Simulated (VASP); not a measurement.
# Valence-band splitting and top hole mass of GaN (P6_3mc) under uniaxial [0001] stress, TB-mBJ with spin–orbit coupling on LDA cells

We calculate the three highest valence levels of wurtzite GaN at the zone centre, and the mass of the top hole band, for strains from −2 % to +2 % along [0001]. The crystal is free to relax across the axis, so the stress is uniaxial. Level depths are counted downwards from the highest valence level at the zone centre, and masses are in units of the free-electron mass. The question is how strain separates these levels and what this does to the top hole band. The answer matters for hole transport and for the polarisation of emitted light, since both depend on which orbital lies on top. The series has no measured row, so it describes the trend at this level of theory only.

## Computational details

The start is a typed prototype cell. The crystal was relaxed with LDA. Strain is imposed along [0001]; the strain across the axis is adjusted until the stress across it vanishes, and the atoms are relaxed with LDA. VASP 6.6.1, plane waves with PAW, cutoff 600 eV, no spin polarisation. Band edges are single points at TB-mBJ with spin-orbit coupling on these cells, k mesh 9×9×5, read on short lines of k points at the zone centre and through the valleys; energies are counted from the valence-band top at the zone centre. Each level is the mean of a Kramers pair; masses are fitted within 0.05 1/Å of the zone centre and are rough where two bands nearly touch. All levels use the PAW data sets made with LDA.

Notes on method and selection:

- Runs that did not converge, have known faults or may not be shown are not listed, and runs on Ansatz's PAW sets soft_1 and soft_2 are kept to separate tables.

Columns:

- strain (%): strain along the axis (tension positive).
- second level (eV): second valence level below the top at Γ.
- third level (eV): third valence level below the top at Γ.
- mass, axis (mₑ): mass of the top hole band along the axis.
- mass, across (mₑ): mass of the top hole band across the axis.

Input lines of one member:

```
PREC = Accurate
ENCUT = 600
EDIFF = 1E-06
NELM = 150
ISMEAR = 0
SIGMA = 0.02
LREAL = .FALSE.
ALGO = Normal
METAGGA = MBJ
LASPH = .TRUE.
LNONCOLLINEAR = .TRUE.
NBANDS = 46
GGA_COMPAT = .FALSE.
LSORBIT = .TRUE.
KPAR = 2
```

Command (options for logging and memory left out): `mpirun -np 2 vasp_ncl`

## Results

| member | sign of the strain | strain (%) | second level (eV) | third level (eV) | mass, axis (mₑ) | mass, across (mₑ) |
| --- | --- | --- | --- | --- | --- | --- |
| −2 % | compression | −2.0 | 0.09090 | 0.0921 | 0.219 | 2.118 |
| −1.5 % | compression | −1.5 | 0.05870 | 0.0602 | 0.214 | 2.240 |
| −1 % | compression | −1.0 | 0.02730 | 0.0294 | 0.179 | 2.578 |
| −0.5 % | compression | −0.5 | 0.00020 | 0.0081 | 1.878 | 2.716 |
| 0 % | compression | 0.0 | 0.00190 | 0.0392 | 2.148 | 1.267 |
| 0 % | tension | 0.0 | 0.00190 | 0.0392 | 2.148 | 1.267 |
| +0.5 % | tension | 0.5 | 0.00230 | 0.0731 | 2.370 | 1.194 |
| +1 % | tension | 1.0 | 0.00270 | 0.1072 | 2.284 | 1.085 |
| +1.5 % | tension | 1.5 | 0.00300 | 0.1408 | 2.284 | 1.023 |
| +2 % | tension | 2.0 | 0.00330 | 0.1750 | 2.284 | 0.992 |

Least-squares fits to the whole series, with x = strain (%); R² and errors in the fitted variable (y, or ln y where the fit is in ln y):

| y | sign of the strain | members | fit | R² | rms residual | leave-one-out rms | the same for the mean of the others |
| --- | --- | --- | --- | --- | --- | --- | --- |
| third level (eV) | compression | 5 | y = 0.01422 − 0.03158 x | 0.61 | 0.018 | 0.036 | 0.036 (fit no better) |
| third level (eV) | tension | 5 | y = 0.03920 + 0.06786 x | 1.00 | 1.1×10⁻⁴ | 1.7×10⁻⁴ | 0.060 |
| second level (eV) | compression | 5 | y = −0.01150 − 0.04730 x | 0.92 | 0.0096 | 0.020 | 0.043 |
| second level (eV) | tension | 5 | y = 0.001940 + 7.000×10⁻⁴ x | 0.99 | 3.7×10⁻⁵ | 7.2×10⁻⁵ | 6.2×10⁻⁴ |

## The trend and its physics

Under tension the third level moves steadily away from the top, from 0.0392 eV without strain to 0.1750 eV at +2 %, while the second stays within 0.0033 eV of it. Under compression the third level first approaches the top, then both lower levels drop together to about 0.09 eV at −2 %. The top band is heavy along the axis under tension (2.284 at +2 %) and light from −1 % to −2 % (0.219 at −2 %), a factor of 2.284 / 0.219 = 10.4. Across the axis the fitted mass is lower under tension, 0.992 at +2 % against 2.118 at −2 %.

A crossing of two kinds of nitrogen $p$ state accounts for the levels and for the axial mass. It does not by itself explain the mass across the axis.

1. We leave spin–orbit coupling out of the model, though it is present in the computed levels. Hexagonal symmetry, which axial strain preserves, then keeps $p_x$ and $p_y$ degenerate at the zone centre and lets $p_z$ differ.

2. We take the separation to be linear in the strain $x$ (in %):
$$\Delta(x) = E_{xy} - E_z = \Delta_0 + \beta x .$$

3. If $\Delta > 0$, the pair is on top, the second level lies at 0 and the third at $\Delta$. If $\Delta < 0$, $p_z$ is on top and both lower levels lie at $|\Delta|$.

The sign of $\beta$ is positive. At the zone centre the $p_z$ orbitals of successive nitrogen layers are in phase, so lobes of opposite sign face each other along the axis. Compression strengthens this antibonding contact and raises $p_z$; tension lowers it.

The axial masses follow from the same overlap. A $p_z$ band disperses strongly along the axis and is light there, whereas $p_x$ and $p_y$ overlap only sideways in that direction and are heavy. The table lists no orbital weights, so the assignment rests on symmetry, on the pattern of the levels and on the change of the axial mass.

Across the axis the model gives a heavy top band on both sides of the crossing. There $p_z$ overlaps only sideways and is heavy. The pair splits away from the zone centre into a light band, whose orbital points along the direction of travel, and a heavy one, whose orbital stands at right angles to it. The light band falls faster, so the heavy one stays on top.

We attribute the lower masses under tension to spin–orbit coupling, which the model omits. Close to the zone centre it mixes the two orbitals of the pair, so the top band takes on some of the light character; further out the mixing fades. The fitted mass then depends on the spin–orbit splitting and on the fit range. In line with this, it falls from 1.267 to 0.992 while the second level deepens from 0.0019 to 0.0033 eV. The series has no members without spin–orbit coupling to test this.

## Testing the model

We fix the two parameters on the third level of the unstrained crystal and of the +2 % member:

$\Delta_0$ = 0.0392 eV

$\beta$ = (0.1750 − 0.0392) / 2.0 = 0.0679 eV per %

Four other members then follow without further adjustment.

- **+1 %:** 0.0392 + 1.0 × 0.0679 = 0.1071 eV. The pair is on top, and the computed third level is 0.1072 eV.
- **−0.5 %:** 0.0392 − 0.5 × 0.0679 = 0.0053 eV. The pair is still just on top in the model; the computed third level is 0.0081 eV.
- **−1 %:** 0.0392 − 1.0 × 0.0679 = −0.0287 eV. The sign has changed, so both lower levels should lie at 0.0287 eV. The computed values are 0.0273 and 0.0294 eV.
- **−2 %:** 0.0392 − 2.0 × 0.0679 = −0.0966 eV. Both lower levels should lie at 0.0966 eV, against computed values of 0.0909 and 0.0921 eV.

The model puts the crossing at −0.0392 / 0.0679 = −0.58 %. This agrees with the axial mass, which is 1.878 at −0.5 % and 0.179 at −1 %.

Over the seven members not used to fix the parameters, the rms miss is about 0.0022 eV for the third level and about 0.0032 eV for the second. The rms scatter of the same computed values about their means is much larger, roughly 0.042 eV and roughly 0.033 eV. A single straight line through the third level under compression does no better than the mean of the other members, because it ignores the change of order.

## Outliers

Largest departures from the fit to the whole series:

| member | sign of the strain | third level (eV) | fit | computed − fit | in rms residuals |
| --- | --- | --- | --- | --- | --- |
| +1.5 % | tension | 0.1408 | 0.1410 | −0.0002 | 1.7 |
| 0 % | compression | 0.0392 | 0.0142 | +0.0250 | 1.4 |
| +1 % | tension | 0.1072 | 0.1071 | +0.0001 | 1.2 |
| −0.5 % | compression | 0.0081 | 0.0300 | −0.0219 | 1.2 |

The largest misses are at −2 %, where the computed levels are shallower than the model, the second by 0.0966 − 0.0909 = 0.0057 eV and the third by 0.0966 − 0.0921 = 0.0045 eV. Here linearity fails: from −1 % to −2 % the second level deepens by 0.0909 − 0.0273 = 0.0636 eV per %, less than $\beta$. We leave the cause open.

At −0.5 % the third level is deeper than the model by 0.0081 − 0.0053 = 0.0028 eV. Spin–orbit coupling, which the model omits, mixes $p_z$ with the pair and pushes levels apart near the crossing, which is the right sign. The masses in this row are rough, because the top two levels are only 0.0002 eV apart.

Spin–orbit coupling also splits the pair, by 0.0033 eV at +2 % and 0.0012 eV at −2 %. These splittings are small for GaN. One possible reason is that TB-mBJ places the Ga 3d states too shallow, since their admixture counteracts the nitrogen contribution.

Under compression the true valence top lies slightly off the zone centre, in the plane across the axis. The mass across the axis therefore describes the averaged Kramers pair around the centre, not the curvature at that maximum. Without strain and under tension it is an effective value for the chosen fit range, because the top two levels are at most 0.0033 eV apart.

## What to take away

Between −2 % and +2 %, one linear crystal-field splitting that changes sign under slight compression describes the level depths to within 0.006 eV. The tenfold change of the axial mass is best explained by the exchange of the top orbital, not by a gradual change within one band. The mass across the axis is no evidence for this exchange, since the model without spin–orbit coupling makes the top band heavy in that direction on both sides. By symmetry, the same exchange should turn the polarisation of the emitted light from across the axis, with the pair on top, to along it, with $p_z$ on top.

We know of no omitted effect as large as the whole spread of the levels or masses. Within the tension branch there is one: the coupling of holes to polar lattice vibrations, absent here, raises the mass by roughly some tens of per cent. That exceeds the spread of the axial mass from 2.148 to 2.370. This spread follows no steady course with strain, and the equal values at +1 %, +1.5 % and +2 % suggest that the fit does not resolve such small differences, so they should not be read as a strain effect.

[Logs are printed without paths, hosts, clocks, repeated set-up lines and the standing remarks that a program may print on its own settings, such as how far it seeks lower states.]
